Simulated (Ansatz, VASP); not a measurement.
# PbSe (Clausthalite) in VASP and in Ansatz

```
Pb Se
1.0
     0.00000    3.06065    3.06065
     3.06065    0.00000    3.06065
     3.06065    3.06065    0.00000
Pb Se
1 1
Direct
  0.00000 0.00000 0.00000
  0.50000 0.50000 0.50000
```

Alike in both runs: task relaxation of cell and atoms; functional PBE; k mesh 8 × 8 × 8; occupations fermi-dirac, width 0.05 eV; no spin polarisation.

```csv
,VASP,Ansatz
version,VASP 6.6.1,Ansatz 0.2.0
potentials or method,"VASP PAW PBE potentials, release 64 (Pb, Se)",Ansatz PAW
plane-wave cutoff (eV),580,420
valence electrons in the cell,10,30
```

Ansatz gave:

- gap on the k mesh at the Fermi level, each at its own relaxed structure (eV): 0.43
- relaxed volume (Å³/atom): 30.04
- relaxed cell length with the largest relative difference (Å): 4.396
- energy change over the relaxation (meV/atom): -10

Which values does VASP return?

gap on the k mesh at the Fermi level, each at its own relaxed structure (eV): 0.42; relaxed volume (Å³/atom): 29.87; relaxed cell length with the largest relative difference (Å): 4.388; energy change over the relaxation (meV/atom): -8.

The two sets of potentials don't hold the same shells in valence.

Caveats: spin-orbit coupling is left out, which as a rule narrows the gap of such compounds by several tenths of an eV; the plane-wave basis is chosen anew once the cell has moved, so the energies of steps on either side of that aren't comparable (Ansatz). A k mesh can miss the band edges. Zero-point motion and thermal expansion aren't in these numbers.
